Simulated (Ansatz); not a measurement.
**CdI2: the band gap up the ladder of functionals**

An exercise on one series of results from a longer session: the logs are not shown, and one member is left open.

Program: Ansatz 0.2.0. PAW datasets, plane waves. The values are computed, spin-unpolarised, and not measurements.

## The system as given

The cell was relaxed beforehand with r2SCAN+rVV10.

Space group P-3m1 (No. 164), trigonal; a = 4.247 Å, c = 6.895 Å in the conventional setting, 35.90 Å³ an atom. Around Cd lie 6 I at 2.99 Å; around I lie 3 Cd at 2.99 Å.

As a file:

```
CELL_PARAMETERS angstrom
4.24701 0.00000 0.00000
-2.12350 3.67802 0.00000
0.00000 0.00000 6.89503
ATOMIC_POSITIONS crystal
Cd 0.00000 0.00000 0.00000
I 0.33333 0.66667 0.24939
I 0.66667 0.33333 0.75061
```

Set-up of the first run:

input.yaml

```yaml
crystal:
  lattice:
    - [4.2470085868, 0.0, 0.0]
    - [-2.1235042934, 3.6780173262, 0.0]
    - [0.0, 0.0, 6.8950273554]
  atoms:
    - { symbol: Cd, position: [0.0, 0.0, 0.0] }
    - { symbol: I, position: [0.3333333333, 0.6666666667, 0.2493934265] }
    - { symbol: I, position: [0.6666666667, 0.3333333333, 0.7506065735] }
kpoints:
  mp_grid: { grid: [12, 12, 4] }
  band_path:
    path:
      - [[0.0, 0.0, 0.0], [0.5, -4.76792824653e-17, 1.352672259863e-18], [0.3333333333333, 0.3333333333333, 9.017815065756e-19], [0.0, 0.0, 0.0], [-8.041130211815e-36, 1.300596171342e-36, 0.5], [0.5, -4.780823726095e-17, 0.5], [0.3333333333333, 0.3333333333333, 0.5], [-8.041130211815e-36, 1.300596171342e-36, 0.5]]
      - [[0.5, -4.780823726095e-17, 0.5], [0.5, -4.76792824653e-17, 1.352672259863e-18]]
      - [[0.3333333333333, 0.3333333333333, 0.5], [0.3333333333333, 0.3333333333333, 9.017815065756e-19]]
    npoints: 10
hamiltonian:
  xc: pbe
scf:
  occupations: { method: fermi_dirac, width: 0.02 }
  n_extra_bands: 4
output:
  forces: true
  stress: true
  eigenvalues: true
```

Launch:

```
> ansatz run input.yaml --threads 2 --pin off --max-ram 2211MiB --backend cpu --events-out ev --progress --plain --runs-dir out
```

Among the steps run: Band structure with PBE; r2SCAN; HSE06; Single point with PBE+SOC; Quasiparticle levels, G0W0@PBE; Single point with PBE0.

One of the session's tables, all rows but one given; the rest of the session is left out.

| level | gap (eV) |
| --- | --- |
| PBE | 2.36 |
| r2SCAN | 2.78 |
| HSE06 | 3.28 |
| PBE+SOC | ? |
| G0W0@PBE (321 empty bands) | 3.53 |
| PBE0 | 3.97 |

Q: Estimate the row for PBE+SOC from the others.

As computed: gap (eV): 2.02. In the column «gap (eV)» it is the lowest.

Meshes: PBE 12×12×4, r2SCAN 12×12×4, HSE06 6×6×4, PBE+SOC 12×12×4, PBE0 6×6×4

In words: PBE+SOC gives the least gap, 2.02 eV, and PBE0 the largest, 3.97 eV. Against G0W0@PBE, PBE is short by 1.17 eV, at 67 % of it, and r2SCAN 79 %. PBE0 lies 0.68 eV above HSE06, which differs from it by screening the long-range exchange. No extrapolation in bands, cutoff or mesh was made for G0W0.

Limits of these values: Warnings in the runs' records: stress scf threshold loose, stress exchange threshold loose.
